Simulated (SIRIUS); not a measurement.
A run of SIRIUS 7.10.0 is set up as follows.

Contents of sirius.json:

```json
{
  "control": {
    "processing_unit": "cpu",
    "verbosity": 2,
    "num_bands_to_print": 16,
    "print_forces": true,
    "print_stress": true
  },
  "parameters": {
    "electronic_structure_method": "pseudopotential",
    "xc_functionals": ["XC_GGA_X_PBE", "XC_GGA_C_PBE"],
    "gk_cutoff": 9.2,
    "pw_cutoff": 18.4,
    "ngridk": [9, 9, 9],
    "shiftk": [0, 0, 0],
    "smearing": "fermi_dirac",
    "smearing_width": 0.0018374661,
    "num_bands": 16,
    "num_mag_dims": 0,
    "num_dft_iter": 100,
    "energy_tol": 1e-08,
    "density_tol": 1e-06
  },
  "iterative_solver": {
    "type": "davidson",
    "min_tolerance": 1e-09,
    "tolerance_scale": [0.1, 0.25]
  },
  "mixer": {
    "type": "anderson",
    "beta": 0.7,
    "max_history": 8
  },
  "settings": {
    "tol_ne": 1e-10,
    "pseudo_grid_cutoff": 6.5
  },
  "unit_cell": {
    "lattice_vectors": [
      [5.587939671389, 0.0, 0.0],
      [0.0, 5.587939671389, 0.0],
      [0.0, 0.0, 5.587939671389]
    ],
    "atom_coordinate_units": "lattice",
    "atom_types": ["B", "As"],
    "atom_files": {
      "B": "B.json",
      "As": "As.json"
    },
    "atoms": {
      "B": [
        [0.5, 0.5, 0.5]
      ],
      "As": [
        [0.0, 0.0, 0.0]
      ]
    }
  }
}
```

Potentials or basis: PseudoDojo 0.4.1 PBE standard (scalar relativistic).

Command:

```bash
$ upf_to_json B.upf
$ upf_to_json As.upf
$ OMP_NUM_THREADS=1 sirius.scf --input=sirius.json --output=out.json --task=0
```

(1) Predict the band gap on the k mesh.

(2) What does it give for the pressure?

Results:

(1) none (metal or under the smearing width).

(2) -1.8 GPa.
